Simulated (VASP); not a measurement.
# MnO₂: DFT+U ground state, by Hubbard U and LDAUTYPE

MnO₂, R-3m (no. 166), 6 atoms in the cell.

| Hubbard U (eV) | LDAUTYPE | Hund's J (eV) | Form of DFT+U | Gap (eV) | Largest site moment (muB) | Time (s) |
|---|---|---|---|---|---|---|
| Mn shell d, U 4.7 | 1 | 0.7 | Liechtenstein, U + J and J | 2.38 | 2.91 | 71 |
| Mn shell d, U 4 | 1 | – | Liechtenstein, J = 0 | 2.15 | 3.03 | 79 |
| Mn shell d, U 4.7 | 2 | 0.7 | Dudarev, U + J and J | 2.15 | 3.03 | 75 |
| Mn shell d, U 4 | 2 | – | Dudarev, U alone | 2.15 | 3.03 | 72 |
| Mn shell d, U 4, O shell p, U 6 | 2 | – | Dudarev, U on the anion p shell too | 2.21 | 3.14 | 64 |
| Mn shell d, U 4.7 | 4 | 0.7 | type 4, U + J and J | 2.02 | 2.77 | 74 |
| – | – | – | none | 1.24 | 2.69 | 77 |

Limits: The cell is the same for all forms and was relaxed for none; total energies under different U or different forms can't be compared; magnetic orders weren't compared, so this needn't be the magnetic ground state.

## Input of the first row

INCAR:
```
SYSTEM = MnO2
PREC = Accurate ; ENCUT = 520
EDIFF = 1E-6 ; NELM = 200
ALGO = Normal ; ISMEAR = 0
SIGMA = 0.05 ; LREAL = .False.
LASPH = .True. ; LMAXMIX = 4
LORBIT = 11 ; LWAVE = .False.
LCHARG = .False. ; GGA = PE
ISPIN = 2 ; MAGMOM = 5 -5 0 0 0 0
ISIF = 2 ; AMIX = 0.2
BMIX = 1E-4 ; AMIX_MAG = 0.8
BMIX_MAG = 1E-4 ; LDAU = .True.
LDAUTYPE = 1 ; LDAUL = 2 -1
LDAUU = 4.7 0 ; LDAUJ = 0.7 0
LDAUPRINT = 1
```

KPOINTS:
```
k-points
0
Gamma
  8 8 5
```

POSCAR:
```
MnO2
1.0
    2.8568696788      0.0000000000      0.0000000000
   -1.4284348394     -0.8247072390     -4.5839315268
    0.0000000000      4.9482434342      0.0000000000
Mn O
2 4
Direct
    0.0000000000      0.0000000000      0.0000000000
    0.5000000000      0.0000000000      0.5000000000
    0.8965467350      0.7930934700      0.6321822450
    0.3965467350      0.7930934700      0.1321822450
    0.6034532650      0.2069065300      0.8678177550
    0.1034532650      0.2069065300      0.3678177550
```

Commands:
```
cat potpaw_PBE.64/Mn_pv/POTCAR potpaw_PBE.64/O/POTCAR > POTCAR
mpirun -np 4 vasp_std > vasp.out
```

Changes of the last row against the first:
```
- LDAU = True
- LDAUTYPE = 1
- LDAUL = 2 -1
- LDAUU = 4.7 0
- LDAUJ = 0.7 0
- LDAUPRINT = 1
```

VASP 6.6.1 took 71 s on 4 cores (Intel Xeon 6975P-C (Granite Rapids)), a shared host.
